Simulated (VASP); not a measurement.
# InP (F-43m) in VASP: Born charges and dielectric tensor with LDA

Aim: the Born charges and dielectric tensor of InP with LDA.

Everything below comes from runs of VASP 6.6.1. Logs are shortened: lines on timing, memory, paths and dates and some standing lists are left out, and cuts for length are marked.

**Measured values to compare with.**

From a printed reference work, data compilation, for a bulk crystal of InP at 1.6 K: band gap 1.4236 eV (direct).

From a printed reference work, textbook, for a bulk crystal of InP at 300 K: high-frequency dielectric constant 9.61.

How close the calculation comes is told below.

## Step 1: Starting point

Symmetry: F-43m, No. 216, cubic system. Conventional cell: a = 5.904 Å, b = 5.904 Å, c = 5.904 Å, α = 90.00°, β = 90.00°, γ = 90.00°. Around In (site symmetry -43m) lie 4 P at 2.56 Å. Around P (site symmetry -43m) lie 4 In at 2.56 Å.

The cell is a database's computed one.

## Step 2: Born charges and dielectric tensor, LDA

Input file INCAR:

```
ALGO = Normal ; EDIFF = 1E-8
ENCUT = 600 ; GGA = CA
IBRION = 8 ; ISIF = 2
ISMEAR = 0 ; LASPH = True
LCHARG = False ; LEPSILON = True
LREAL = False ; LWAVE = False
NELM = 60 ; NSW = 1
PREC = Accurate ; SIGMA = 0.02
```

Input file KPOINTS:

```
k-points
0
Gamma
  10 10 10
```

Input file POSCAR:

```
InP
1.0
    0.0000000000      2.9519763900      2.9519763900
    2.9519763900      0.0000000000      2.9519763900
    2.9519763900      2.9519763900      0.0000000000
In P
1 1
Direct
    0.0000000000      0.0000000000      0.0000000000
    0.7500000000      0.7500000000      0.7500000000
```

Potentials or basis: VASP PAW LDA potentials, release 64 (In_d, P).

Started as:

```sh
> cat potpaw_LDA.64/In_d/POTCAR potpaw_LDA.64/P/POTCAR > POTCAR
> mpirun -np 1 vasp_std > vasp.out
```

OUTCAR:

```text
EDIFF = 1E-8
   ENCUT = 600
   GGA = CA
   IBRION = 8
   ISIF = 2
   ISMEAR = 0
   LASPH = True
   LEPSILON = True
   LREAL = False
   NELM = 60
   NSW = 1
   PREC = Accurate

 ion  position               nearest neighbor table
   1  0.000  0.000  0.000-   2 2.56   2 2.56   2 2.56   2 2.56
   2  0.750  0.750  0.750-   1 2.56   1 2.56   1 2.56   1 2.56

  LATTYP: Found a face centered cubic cell.
 ALAT       =     5.9039527800

  Lattice vectors:

 A1 = (   0.0000000000,   2.9519763900,   2.9519763900)
 A2 = (   2.9519763900,   0.0000000000,   2.9519763900)
 A3 = (   2.9519763900,   2.9519763900,   0.0000000000)

Analysis of symmetry for initial positions (statically):
=====================================================================
 Subroutine PRICEL returns:
 Original cell was already a primitive cell.

 Routine SETGRP: Setting up the symmetry group for a
 face centered cubic supercell.

 Subroutine GETGRP returns: Found 24 space group operations
 (whereof 24 operations were pure point group operations)
 out of a pool of 48 trial point group operations.

The static configuration has the point symmetry T_d .

Analysis of symmetry for dynamics (positions and initial velocities):
=====================================================================
 Subroutine PRICEL returns:
 Original cell was already a primitive cell.

 Routine SETGRP: Setting up the symmetry group for a
 face centered cubic supercell.

 Subroutine GETGRP returns: Found 24 space group operations
 (whereof 24 operations were pure point group operations)
 out of a pool of 48 trial point group operations.

The dynamic configuration has the point symmetry T_d .

 Subroutine INISYM returns: Found 24 space group operations
 (whereof 24 operations are pure point group operations),
 and found     1 'primitive' translations

----------------------------------------------------------------------------------------

                                     Primitive cell

  volume of cell :      51.4480

  direct lattice vectors                    reciprocal lattice vectors
     0.000000000  2.951976390  2.951976390    -0.169378048  0.169378048  0.169378048
     2.951976390  0.000000000  2.951976390     0.169378048 -0.169378048  0.169378048
     2.951976390  2.951976390  0.000000000     0.169378048  0.169378048 -0.169378048

  length of vectors
     4.174725047  4.174725047  4.174725047     0.293371386  0.293371386  0.293371386

  position of ions in fractional coordinates (direct lattice)
     0.000000000  0.000000000  0.000000000
     0.750000000  0.750000000  0.750000000

  ion indices of the primitive-cell ions
   primitive index   ion index
                 1           1
                 2           2

----------------------------------------------------------------------------------------

 KPOINTS: k-points

Automatic generation of k-mesh.
 Grid dimensions read from file:
 generate k-points for:   10   10   10

 Generating k-lattice:

  Cartesian coordinates                     Fractional coordinates (reciprocal lattice)
    -0.016937805  0.016937805  0.016937805     0.100000000  0.000000000  0.000000000
     0.016937805 -0.016937805  0.016937805     0.000000000  0.100000000  0.000000000
     0.016937805  0.016937805 -0.016937805     0.000000000  0.000000000  0.100000000

[... 533 lines left out ...]
  free energy    TOTEN  =        -3.17176664 eV

  energy without entropy =       -3.17176664

------------------------ aborting loop because EDIFF is reached ----------------------------------------

--------------------------------------- Ionic step        2  -------------------------------------------

------------------------ aborting loop because EDIFF is reached ----------------------------------------

--------------------------------------- Ionic step        3  -------------------------------------------

------------------------ aborting loop because EDIFF is reached ----------------------------------------

 PIEZOELECTRIC TENSOR FIELD DIRECTION 3  (e Angst)
 -----------------------------------------------------------------------------
    -0.00087  2.89556  0.00000           (  0.00000  0.03366  0.00000)
     2.89556 -0.00087  0.00000           (  0.03366  0.00000  0.00000)
     0.00000  0.00000 -0.00076           (  0.00000  0.00000 -0.00000)

 PIEZOELECTRIC TENSOR FIELD DIRECTION 3  (C/m^2)
 -----------------------------------------------------------------------------
    -0.00027  0.90172  0.00000
     0.90172 -0.00027  0.00000
     0.00000  0.00000 -0.00024

--------------------------------------- Ionic step        4  -------------------------------------------

------------------------ aborting loop because EDIFF is reached ----------------------------------------

[... ionic steps 5 to 6 ...]

--------------------------------------- Ionic step        7  -------------------------------------------

 Free energy of the ion-electron system (eV)
  ---------------------------------------------------
  ---------------------------------------------------
  free energy    TOTEN  =        -0.04904583 eV

  energy without entropy =       -0.04904583

------------------------ aborting loop because EDIFF is reached ----------------------------------------

 INTERNAL STRAIN TENSOR  FOR ION    2  DIRECTION 1   (eV/Angst):
 -----------------------------------------------------------------------------
    -0.00724  0.00000  0.00000
     0.00000  0.00493  6.50093
     0.00000  6.50093  0.00493

 MACROSCOPIC STATIC DIELECTRIC TENSOR (including local field effects in DFT)
 ------------------------------------------------------
          22.583402     0.000000     0.000000
           0.000000    22.583402     0.000000
          -0.000000     0.000000    22.583402
 ------------------------------------------------------

 PIEZOELECTRIC TENSOR (including local field effects)  for field in x, y, z        (e  Angst)
          XX          YY          ZZ          XY          YZ          ZX
  --------------------------------------------------------------------------------
  x     0.00000    -0.00000    -0.00000     0.00000     2.90213     0.00000
  y     0.00000     0.00000     0.00000     0.00000     0.00000     2.90213
  z     0.00000     0.00000    -0.00000     2.90213     0.00000     0.00000

 PIEZOELECTRIC TENSOR (including local field effects)  for field in x, y, z        (C/m^2)
          XX          YY          ZZ          XY          YZ          ZX
  --------------------------------------------------------------------------------
  x     0.00000    -0.00000    -0.00000     0.00000     0.90377     0.00000
  y     0.00000     0.00000     0.00000     0.00000     0.00000     0.90377
  z     0.00000     0.00000    -0.00000     0.90377     0.00000     0.00000

 BORN EFFECTIVE CHARGES (including local field effects) (in |e|, cummulative output)
 ---------------------------------------------------------------------------------
 ion    1
    1     2.62010     0.00000     0.00000
    2    -0.00000     2.62010    -0.00000
    3     0.00000    -0.00000     2.62010
 ion    2
    1    -2.62010    -0.00000    -0.00000
    2     0.00000    -2.62010     0.00000
    3    -0.00000     0.00000    -2.62010

 INTERNAL STRAIN TENSOR FOR ION    2 for displacements in x,y,z  (eV/Angst):
          X           Y           Z          XY          YZ          ZX
  --------------------------------------------------------------------------------
  x    -0.00000     0.00000     0.00000     0.00000     6.50093     0.00000
  y    -0.00000    -0.00000    -0.00000     0.00000     0.00000     6.50093
  z     0.00000     0.00000    -0.00000     6.50093     0.00000     0.00000

 SECOND DERIVATIVES (NOT SYMMETRIZED)
 ------------------------------------
               1X          1Y          1Z          2X          2Y          2Z
  1X    -7.421879    0.000000    0.000000    7.421879    0.000000    0.000000
  1Y     0.000000   -7.421879    0.000000    0.000000    7.421879    0.000000
  1Z     0.000000    0.000000   -7.421879    0.000000    0.000000    7.421879
  2X     7.420755    0.000000    0.000000   -7.420755    0.000000    0.000000
  2Y     0.000000    7.420755    0.000000    0.000000   -7.420755    0.000000
  2Z     0.000000    0.000000    7.420755    0.000000    0.000000   -7.420755

 Eigenvectors and eigenvalues of the dynamical matrix
 ----------------------------------------------------

   1 f  =    8.622717 THz    54.178132 2PiTHz  287.622895 cm-1    35.660678 meV
             X         Y         Z           dx          dy          dz
      0.000000  0.000000  0.000000     0.198463    0.416039    0.000000
      4.427965  4.427965  4.427965    -0.382083   -0.800960    0.000000
[... 21 lines left out ...]
   6 f/i=    0.000267 THz     0.001679 2PiTHz    0.008912 cm-1     0.001105 meV
             X         Y         Z           dx          dy          dz
      0.000000  0.000000  0.000000    -0.092027   -0.042180    0.881633
      4.427965  4.427965  4.427965    -0.047801   -0.021910    0.457942

--------------------------------------------------------------------------------------------------------

 MACROSCOPIC STATIC DIELECTRIC TENSOR IONIC CONTRIBUTION
 ------------------------------------------------------
           3.253517    -0.000000     0.000000
          -0.000000     3.253517    -0.000000
           0.000000    -0.000000     3.253517
 ------------------------------------------------------

 ELASTIC MODULI CONTR FROM IONIC RELAXATION (kBar)
 Direction    XX          YY          ZZ          XY          YZ          ZX
 --------------------------------------------------------------------------------
 XX          -0.0000      0.0000      0.0000     -0.0000      0.0000      0.0000
 YY           0.0000     -0.0000      0.0000     -0.0000     -0.0000      0.0000
 ZZ           0.0000      0.0000     -0.0000      0.0000     -0.0000      0.0000
 XY          -0.0000     -0.0000      0.0000   -174.2578      0.0000      0.0000
 YZ           0.0000     -0.0000     -0.0000      0.0000   -174.2578      0.0000
 ZX           0.0000      0.0000      0.0000      0.0000      0.0000   -174.2578
 --------------------------------------------------------------------------------

 PIEZOELECTRIC TENSOR IONIC CONTR  for field in x, y, z        (C/m^2)
          XX          YY          ZZ          XY          YZ          ZX
  --------------------------------------------------------------------------------
  x     0.00000    -0.00000    -0.00000    -0.00000    -0.70851    -0.00000
  y     0.00000     0.00000     0.00000     0.00000     0.00000    -0.70851
  z    -0.00000    -0.00000     0.00000    -0.70851    -0.00000     0.00000
```

It took 9.3 min on 1 thread of Intel Xeon 6975P-C (Granite Rapids), shared host; peak memory 0.49 GiB.

What came out:

```
Band gap on the k mesh                                  : 0.39 eV, direct
Electronic dielectric tensor (diagonal)                 : 22.58
Born charges (mean of the diagonal)                     : In +2.62; P -2.62 e
Highest phonon frequency at Γ, LO-TO splitting left out : 288 cm⁻¹
```

Levels at points of the mesh, in eV from the valence-band top:
| k point | band 6 | band 7 | band 8 | band 9 | band 10 | band 11 | band 12 | band 13 |
| --- | --- | --- | --- | --- | --- | --- | --- | --- |
| (0.00, 0.00, 0.00) | -11.40 | 0.00 | 0.00 | 0.00 | 0.39 | 3.96 | 3.96 | 3.96 |
| (0.50, 0.00, 0.00) | -9.72 | -5.72 | -0.96 | -0.96 | 1.27 | 4.70 | 4.70 | 6.85 |
| (0.50, 0.50, 0.00) | -9.07 | -5.77 | -2.29 | -2.29 | 1.63 | 2.13 | 8.86 | 9.28 |

Phonon frequencies in cm⁻¹ (negative: imaginary):
| q point | frequencies |
| --- | --- |
| (0.000, 0.000, 0.000) | 0 0 0 288 288 288 |

Electronic dielectric tensor:
```
22.58  0.00  0.00
 0.00 22.58  0.00
 0.00  0.00 22.58
```

Born effective charge tensors (e):
atom 1, In
```
2.62 0.00 0.00
0.00 2.62 0.00
0.00 0.00 2.62
```
atom 2, P
```
-2.62  0.00  0.00
 0.00 -2.62  0.00
 0.00  0.00 -2.62
```

Caveat: the gap is small at this level, which inflates the dielectric constant; spin-orbit coupling is left out, which moves the levels of the heavy elements.

## Step 3: How close it comes

Step 2. A measured gap of InP is 1.4236 eV (direct; 1.6 K; a printed reference work, data compilation); the calculated 0.39 eV misses it by -1.03 eV. So large a miss can be the level of theory's own, or it may mean another phase, state or a wrong row. Spin-orbit coupling on In is left out. The value is that of LDA, without temperature or zero-point motion. Semilocal functionals fall short of measured gaps as a rule. The cell is a database's relaxed one, not the measured one, which moves gaps too. Measured high-frequency dielectric constant of InP: 9.61 (300 K; a printed reference work, textbook). This calculation gives 22.58 (+135.0 %). So large a miss can be the level of theory's own, or it may mean another phase, state or a wrong row.
